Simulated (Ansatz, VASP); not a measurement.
**Ge: VASP beside Ansatz**

```
Ge
1.0
     0.00000    2.82891    2.82891
     2.82891    0.00000    2.82891
     2.82891    2.82891    0.00000
Ge
2
Cartesian
  4.2434 4.2434 4.2434
  2.8289 2.8289 2.8289
```

Alike in both runs: task relaxation of cell and atoms; functional RPBE; k mesh 8 × 8 × 8; occupations fermi-dirac, width 0.05 eV; no spin polarisation.

```csv
,VASP,Ansatz
version,VASP 6.6.1,Ansatz 0.2.0
potentials or method,"VASP PAW PBE potentials, release 64 (Ge_d)",Ansatz PAW
plane-wave cutoff (eV),600,420
valence electrons in the cell,28,28
```

|  | VASP | Ansatz | Ansatz less VASP |
| --- | --- | --- | --- |
| gap on the k mesh at the Fermi level, each at its own relaxed structure (eV) | none | none | - |
| relaxed volume (Å³/atom) | 24.57 | 24.59 | +0.018 |
| relaxed cell length with the largest relative difference (Å) | 4.111 | 4.112 | +0.0010 |
| energy change over the relaxation (meV/atom) | -30 | -31 | -0.8 |

A gap of «none» marks a metal or a gap that the smearing closes.

Caveats: the PAW data sets were made with another functional, which shifts forces and pressure a little (VASP); this crystal is a semiconductor, whose small gap the functional closes, so the metal is an error of the method (VASP); the plane-wave basis is chosen anew once the cell has moved, so the energies of steps on either side of that aren't comparable (Ansatz); the PAW data sets come from PBE, with cores solved anew for the run's functional, which leaves a small shift of forces and pressure (Ansatz). Zero-point motion and thermal expansion aren't in these numbers.
